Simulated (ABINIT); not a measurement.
# A GW run on BeTe (F-43m) in ABINIT, with inputs changed

Aim: change inputs of a GW run on BeTe (F-43m) and see what moves.

Method: PBE and many-body steps on it, plane waves, in ABINIT 10.8.3.

## (1) Set-up

It takes space group F-43m (No. 216, cubic). The conventional cell has a = 5.663 Å, b = 5.663 Å, c = 5.663 Å, α = 90.00°, β = 90.00°, γ = 90.00°. Nearest to Be lie 4 Te at 2.45 Å. Nearest to Te lie 4 Be at 2.45 Å. Farther neighbours and most contacts between anions are not listed.

The cell and positions are those that the Materials Project relaxed with its own functionals (PBE, PBE+U or r2SCAN), kept fixed. Spin-orbit coupling is left out unless a step names it.

## (2) Screening, 4×4×4 mesh, 94 bands, screening to 163.3 eV

This step: ABINIT 10.8.3; RPA screening on PBE, plane waves, norm-conserving pseudopotentials.

The RPA dielectric matrix is built and inverted for each q.

Input file run.abi:

```
acell 3*1.0 Angstrom
rprim 
  -0.000000000000 2.831458787600 2.831458787600
  2.831458787600 0.000000000000 2.831458787600
  2.831458787600 2.831458787600 0.000000000000
ntypat 2
znucl 4 52
natom 2
typat 1 2
xred 
  0.000000000000 0.000000000000 0.000000000000
  0.750000000000 0.750000000000 0.750000000000
pp_dirpath "pseudos"
pseudos "Be.upf, Te.upf"
ecut 38
ngkpt 4 4 4
nshiftk 1
shiftk 0 0 0
kptopt 1
chksymbreak 0
istwfk *1
occopt 1
irdwfk 1
optdriver 3
nband 94
ecuteps 6
inclvkb 2
awtr 1
symchi 1
indata_prefix "in"
outdata_prefix "out"
tmpdata_prefix "tmp"
```

The run is started by

```
> OMP_NUM_THREADS=1 mpirun -n 8 abinit run.abi > log
```

The log of the run:

```text
.Version 10.8.3 of ABINIT. v10.8.2 released Aug 2026.

 Symmetries : space group F-4 3 m (#216); Bravais cF (face-center cubic)
[... echo of the input left out ...]
== DATASET  1 ==================================================================
-   mpi_nproc: 8, omp_nthreads: 1 (-1 if OMP is not activated)

--- !DatasetInfo
iteration_state: {dtset: 1, }
dimensions: {natom: 2, nkpt: 8, mband: 94, nsppol: 1, nspinor: 1, nspden: 1, mpw: 3479, }
cutoff_energies: {ecut:  38.0, pawecutdg:  -1.0, }
electrons: {nelect:   2.00000000E+01, charge:   0.00000000E+00, occopt:   1.00000000E+00, tsmear:   1.00000000E-02, }

 SCREENING: Calculation of the susceptibility and dielectric matrices

 Based on a program developped by R.W. Godby, V. Olevano, G. Onida, and L. Reining.
 Incorporated in ABINIT by V. Olevano, G.-M. Rignanese, and M. Torrent.
.Using double precision arithmetic ; gwpc =  8

[... cell and pseudopotentials left out ...]
--------------------------------------------------------------------------------

 ==== K-mesh for the wavefunctions ====
 Number of points in the irreducible wedge :     8
[... list of points left out ...]
 Together with 24 symmetry operations and time-reversal symmetry
 yields    64 points in the full Brillouin Zone.

 ==== Q-mesh for the screening function ====
 Number of points in the irreducible wedge :     8
[... list of points left out ...]
 Together with 24 symmetry operations and time-reversal symmetry
 yields    64 points in the full Brillouin Zone.

 setmesh: FFT mesh size selected  =    30x   30x   30
          total number of points  =        27000

 vcoul_init : cutoff-mode = AUXILIARY_FUNCTION
 q-points for optical limit:   1
     1)      0.000010    0.000020    0.000030

- screening: taking advantage of time-reversal symmetry
- Maximum band index for partially occupied states nbvw = 10
- Remaining bands to be divided among processors   nbcw = 84
- Number of bands treated by each node ~10

 Number of electrons calculated from density =   20.0000; Expected =   20.0000
 average of density, n =  0.065279
 r_s =    1.5407
 omega_plasma =   24.6457 [eV]

 calculating chi0 at frequencies [eV] :
  1    0.000000E+00    0.000000E+00
  2    0.000000E+00    2.464574E+01

--------------------------------------------------------------------------------
  q-point number  1        q = ( 0.000000, 0.000000, 0.000000) [r.l.u.]
--------------------------------------------------------------------------------
[... chi0 elements left out ...]
 For q-point:  0.000010 0.000020 0.000030
  dielectric constant =   8.9742
  dielectric constant without local fields =  10.2548

  Average fulfillment of the sum rule on Im[epsilon] for q-point    1 :     77.73  [%]
[... wings left out ...]
  q-point number  2        q = ( 0.250000, 0.000000, 0.000000) [r.l.u.]
--------------------------------------------------------------------------------
[... chi0 elements left out ...]
  Average fulfillment of the sum rule on Im[epsilon] for q-point    2 :     97.80  [%]

 [... 6 further q-points ...]
```

It took 9.7 s on 8 MPI ranks of Arm Neoverse V2, shared host; peak memory 1.3 GiB; 76 s of CPU time.

This step gave:

- ε∞ with local fields, on this mesh, along the program's q direction: 8.974
- the same without local fields: 10.25
- plasma frequency: 24.65 eV
- plane waves in the screening matrix: 181

Local fields lower ε∞ by 12 %. On a Γ-centred mesh this coarse the value itself is usually too large, while a short band sum pulls it down.

## (3) Base

The self-energy is evaluated for the states that the input lists, and the levels follow from it, in one-shot runs by the linearised quasiparticle equation.

This step: G0W0 on PBE, plane waves, norm-conserving pseudopotentials.

run.abi: that of step 2 with these lines changed.

```diff
@@ -23,8 +23,17 @@
 irdwfk 1
-optdriver 3
+optdriver 4
 nband 94
+gwcalctyp 0
+ecutsigx 38
+symsigma 1
+nkptgw 2
+kptgw 
+  0.0000000000 0.0000000000 0.0000000000
+  0.5000000000 0.5000000000 0.0000000000
+bdgw 
+  8 13
+  9 12
 ecuteps 6
-inclvkb 2
-awtr 1
-symchi 1
+irdscr 1
+ppmodel 1
 indata_prefix "in"
```

The log of the run:

```text
.Version 10.8.3 of ABINIT. v10.8.2 released Aug 2026.

 Symmetries : space group F-4 3 m (#216); Bravais cF (face-center cubic)
[... echo of the input left out ...]
== DATASET  1 ==================================================================
-   mpi_nproc: 8, omp_nthreads: 1 (-1 if OMP is not activated)

--- !DatasetInfo
iteration_state: {dtset: 1, }
dimensions: {natom: 2, nkpt: 8, mband: 94, nsppol: 1, nspinor: 1, nspden: 1, mpw: 3479, }
cutoff_energies: {ecut:  38.0, pawecutdg:  -1.0, }
electrons: {nelect:   2.00000000E+01, charge:   0.00000000E+00, occopt:   1.00000000E+00, tsmear:   1.00000000E-02, }

 SIGMA: Calculation of the GW corrections

 Based on a program developped by R.W. Godby, V. Olevano, G. Onida, and L. Reining.
 Incorporated in ABINIT by V. Olevano, G.-M. Rignanese, and M. Torrent.
.Using double precision arithmetic ; gwpc =  8

[... cell and pseudopotentials left out ...]
--------------------------------------------------------------------------------

 ==== K-mesh for the wavefunctions ====
 Number of points in the irreducible wedge :     8
[... list of points left out ...]
 Together with 24 symmetry operations and time-reversal symmetry
 yields    64 points in the full Brillouin Zone.

 ==== Q-mesh for screening function ====
 Number of points in the irreducible wedge :     8
[... list of points left out ...]
 Together with 24 symmetry operations and time-reversal symmetry
 yields    64 points in the full Brillouin Zone.

 vcoul_init : cutoff-mode = AUXILIARY_FUNCTION
 q-points for optical limit:   1
     1)      0.000010    0.000020    0.000030
 setmesh: FFT mesh size selected  =    45x   45x   45
          total number of points  =        91125

 Number of electrons calculated from density =   20.0000; Expected =   20.0000
 average of density, n =  0.065279
 r_s =    1.5407
 omega_plasma =   24.6457 [eV]

 === KS Band Gaps ===
  >>>> For spin  1
   Minimum direct gap =   3.6577 [eV], located at k-point      :   0.0000  0.0000  0.0000
   Fundamental gap    =   2.0277 [eV], Top of valence bands at :   0.0000  0.0000  0.0000
                                       Bottom of conduction at :   0.5000  0.5000  0.0000
 SIGMA fundamental parameters:
 PLASMON POLE MODEL  1
 number of plane-waves for SigmaX                 3479
 number of plane-waves for SigmaC and W            181
 number of plane-waves for wavefunctions          3479
 number of bands                                    94
 number of independent spin polarizations            1
 number of spinorial components                      1
 number of k-points in IBZ                           8
 number of q-points in IBZ                           8
 number of symmetry operations                      24
 number of k-points in BZ                           64
 number of q-points in BZ                           64
 number of frequencies for dSigma/dE                 9
 frequency step for dSigma/dE [eV]                0.25
 number of omega for Sigma on real axis              0
 max omega for Sigma on real axis  [eV]           0.00
 zcut for avoiding poles [eV]                     0.10

 EPSILON^-1 parameters (SCR file):
 dimension of the eps^-1 matrix on file            181
 dimension of the eps^-1 matrix used               181
 number of plane-waves for wavefunctions          3479
 number of bands                                    94
 number of q-points in IBZ                           8
 number of frequencies                               2
 number of real frequencies                          1
 number of imag frequencies                          1

 matrix elements of self-energy operator (all in [eV])

 Perturbative Calculation

--- !SelfEnergy_ee
iteration_state: {dtset: 1, }
kpoint     : [   0.000,    0.000,    0.000, ]
spin       : 1
KS_gap     :    3.658
QP_gap     :    5.255
Delta_QP_KS:    1.597
data: !SigmaeeData |
     Band     E0 <VxcDFT>   SigX SigC(E0)      Z dSigC/dE  Sig(E)    E-E0       E
        8   3.976 -12.500 -15.274   1.349   0.801  -0.248 -13.641  -1.141   2.835
        9   3.976 -12.500 -15.274   1.349   0.801  -0.248 -13.641  -1.141   2.835
       10   3.976 -12.500 -15.274   1.349   0.801  -0.248 -13.641  -1.141   2.835
       11   7.634 -10.184  -5.535  -4.079   0.801  -0.249  -9.728   0.455   8.089
       12   7.634 -10.184  -5.535  -4.079   0.801  -0.249  -9.728   0.455   8.089
       13   7.634 -10.184  -5.535  -4.079   0.801  -0.249  -9.728   0.455   8.089

--- !SelfEnergy_ee
iteration_state: {dtset: 1, }
kpoint     : [   0.500,    0.500,    0.000, ]
spin       : 1
KS_gap     :    4.602
QP_gap     :    5.926
Delta_QP_KS:    1.324
data: !SigmaeeData |
     Band     E0 <VxcDFT>   SigX SigC(E0)      Z dSigC/dE  Sig(E)    E-E0       E
        9   1.402 -11.287 -14.730   1.961   0.786  -0.273 -12.451  -1.164   0.238
       10   1.402 -11.287 -14.730   1.961   0.786  -0.273 -12.451  -1.164   0.238
       11   6.004  -8.738  -4.785  -3.756   0.814  -0.228  -8.577   0.160   6.164
       12   6.690  -9.543  -5.374  -3.784   0.809  -0.237  -9.232   0.311   7.001

== END DATASET(S) ==============================================================
================================================================================

 -outvars: echo values of variables after computation  --------
           etotal      0.0000000000E+00
            nband          94
             nkpt           8
          spgroup         216
 [... the other variables as echoed above ...]

 Calculation completed.
```

Elapsed: 3.9 s, on 8 MPI ranks; peak memory 1.2 GiB.

This step gave:

```yaml
g0w0_gap_on_the_points_computed: 3.329 eV
starting_gap_on_the_mesh: 2.028 eV
k_of_the_valence_top: 0, 0, 0
k_of_the_conduction_bottom: 0.5, 0.5, 0
z_at_the_valence_top: 0.801
z_at_the_conduction_bottom: 0.814
least_direct_g0w0_gap_on_the_computed_points: 5.254 eV
```

The gap on the mesh goes from 2.03 eV to 3.33 eV, a correction of +1.30 eV.

## (4) Scissors in G

run.abi: that of step 3 with these lines changed.

```diff
@@ -38,2 +38,3 @@
 ppmodel 1
+mbpt_sciss 0.5 eV
 indata_prefix "in"
```

The log of the run:

```text
.Version 10.8.3 of ABINIT. v10.8.2 released Aug 2026.

 Symmetries : space group F-4 3 m (#216); Bravais cF (face-center cubic)
[... echo of the input left out ...]
== DATASET  1 ==================================================================
-   mpi_nproc: 8, omp_nthreads: 1 (-1 if OMP is not activated)

--- !DatasetInfo
iteration_state: {dtset: 1, }
dimensions: {natom: 2, nkpt: 8, mband: 94, nsppol: 1, nspinor: 1, nspden: 1, mpw: 3479, }
cutoff_energies: {ecut:  38.0, pawecutdg:  -1.0, }
electrons: {nelect:   2.00000000E+01, charge:   0.00000000E+00, occopt:   1.00000000E+00, tsmear:   1.00000000E-02, }

 SIGMA: Calculation of the GW corrections

 Based on a program developped by R.W. Godby, V. Olevano, G. Onida, and L. Reining.
 Incorporated in ABINIT by V. Olevano, G.-M. Rignanese, and M. Torrent.
.Using double precision arithmetic ; gwpc =  8

[... cell and pseudopotentials left out ...]
--------------------------------------------------------------------------------

 ==== K-mesh for the wavefunctions ====
 Number of points in the irreducible wedge :     8
[... list of points left out ...]
 Together with 24 symmetry operations and time-reversal symmetry
 yields    64 points in the full Brillouin Zone.

 ==== Q-mesh for screening function ====
 Number of points in the irreducible wedge :     8
[... list of points left out ...]
 Together with 24 symmetry operations and time-reversal symmetry
 yields    64 points in the full Brillouin Zone.

 vcoul_init : cutoff-mode = AUXILIARY_FUNCTION
 q-points for optical limit:   1
     1)      0.000010    0.000020    0.000030
 setmesh: FFT mesh size selected  =    45x   45x   45
          total number of points  =        91125

 Number of electrons calculated from density =   20.0000; Expected =   20.0000
[...]
max omega for Sigma on real axis  [eV]           0.00
 zcut for avoiding poles [eV]                     0.10
 scissor energy [eV]                              0.50

 EPSILON^-1 parameters (SCR file):
 dimension of the eps^-1 matrix on file            181
 dimension of the eps^-1 matrix used               181
 number of plane-waves for wavefunctions          3479
 number of bands                                    94
 number of q-points in IBZ                           8
 number of frequencies                               2
 number of real frequencies                          1
 number of imag frequencies                          1

 matrix elements of self-energy operator (all in [eV])

 Perturbative Calculation

--- !SelfEnergy_ee
iteration_state: {dtset: 1, }
kpoint     : [   0.000,    0.000,    0.000, ]
spin       : 1
KS_gap     :    3.658
QP_gap     :    5.315
Delta_QP_KS:    1.658
data: !SigmaeeData |
     Band     E0 <VxcDFT>   SigX SigC(E0)      Z dSigC/dE  Sig(E)    E-E0       E
        8   3.976 -12.500 -15.274   1.382   0.802  -0.246 -13.616  -1.116   2.860
        9   3.976 -12.500 -15.274   1.382   0.802  -0.246 -13.616  -1.116   2.860
       10   3.976 -12.500 -15.274   1.382   0.802  -0.246 -13.616  -1.116   2.860
[...]
--- !SelfEnergy_ee
iteration_state: {dtset: 1, }
kpoint     : [   0.500,    0.500,    0.000, ]
spin       : 1
KS_gap     :    4.602
QP_gap     :    5.985
Delta_QP_KS:    1.383
data: !SigmaeeData |
     Band     E0 <VxcDFT>   SigX SigC(E0)      Z dSigC/dE  Sig(E)    E-E0       E
[...]
11   6.004  -8.738  -4.785  -3.772   0.815  -0.227  -8.498   0.240   6.244
       12   6.690  -9.543  -5.374  -3.802   0.809  -0.236  -9.151   0.392   7.083

== END DATASET(S) ==============================================================
================================================================================

 -outvars: echo values of variables after computation  --------
           etotal      0.0000000000E+00
            nband          94
             nkpt           8
          spgroup         216
 [... the other variables as echoed above ...]

 Calculation completed.
```

Elapsed: 3.9 s, on 8 MPI ranks; peak memory 1.2 GiB.

Numbers from this step:

```
G0W0 gap on the points computed              : 3.384 eV
starting gap on the mesh                     : 2.028 eV
k of the valence top                         : 0, 0, 0
k of the conduction bottom                   : 0.5, 0.5, 0
Z at the valence top                         : 0.802
Z at the conduction bottom                   : 0.815
least direct G0W0 gap on the computed points : 5.315 eV
```

## (5) Broadening of the poles

run.abi: that of step 4 with these lines changed.

```diff
@@ -38,3 +38,3 @@
 ppmodel 1
-mbpt_sciss 0.5 eV
+zcut 0.5 eV
 indata_prefix "in"
```

The log of the run:

```text
.Version 10.8.3 of ABINIT. v10.8.2 released Aug 2026.

 Symmetries : space group F-4 3 m (#216); Bravais cF (face-center cubic)
[... echo of the input left out ...]
== DATASET  1 ==================================================================
-   mpi_nproc: 8, omp_nthreads: 1 (-1 if OMP is not activated)

--- !DatasetInfo
iteration_state: {dtset: 1, }
dimensions: {natom: 2, nkpt: 8, mband: 94, nsppol: 1, nspinor: 1, nspden: 1, mpw: 3479, }
cutoff_energies: {ecut:  38.0, pawecutdg:  -1.0, }
[...]
Band     E0 <VxcDFT>   SigX SigC(E0)      Z dSigC/dE  Sig(E)    E-E0       E
[...]
11   6.004  -8.738  -4.785  -3.756   0.814  -0.228  -8.577   0.160   6.164
       12   6.690  -9.543  -5.374  -3.784   0.809  -0.237  -9.232   0.311   7.001

== END DATASET(S) ==============================================================
================================================================================

 -outvars: echo values of variables after computation  --------
           etotal      0.0000000000E+00
            nband          94
             nkpt           8
          spgroup         216
 [... the other variables as echoed above ...]

 Calculation completed.
```

Wall time 4 s (8 MPI ranks); peak memory 1.2 GiB.

Numbers from this step:

| Item | Value |
| --- | --- |
| G0W0 gap on the points computed | 3.329 eV |
| starting gap on the mesh | 2.028 eV |
| k of the valence top | 0, 0, 0 |
| k of the conduction bottom | 0.5, 0.5, 0 |
| least direct G0W0 gap on the computed points | 5.253 eV |

Against G0W0 in ABINIT (4×4×4 mesh, 94 bands, screening to 163.3 eV, Godby-Needs plasmon pole), the gap moves by +0.000 eV.

(Part 1 of 2 ends here.)

[Paths, hosts, dates, memory and timing lines, banners, echoed tables and standing remarks are left out of the program output.]

[Logs are printed without paths, hosts, clocks, repeated set-up lines and the standing remarks that a program may print on its own settings, such as how far it seeks lower states.]

[Runs of the session that timed out or met a known fault of the program may be left out.]

[Hosts, paths, dates, database ids (printed as entryN), source tags and the programs' standing remarks are cut or masked in the printed files.]

[G0W0 gaps are taken among the corrected bands and points alone; a level outside them can change the order at an edge.]

[Where Ansatz stands beside ABINIT at settings called matched, ABINIT's density can come from a denser mesh and the files from another edition; pairs whose starting gaps differed by over 0.03 eV were left out, so agreement reads better than it is.]
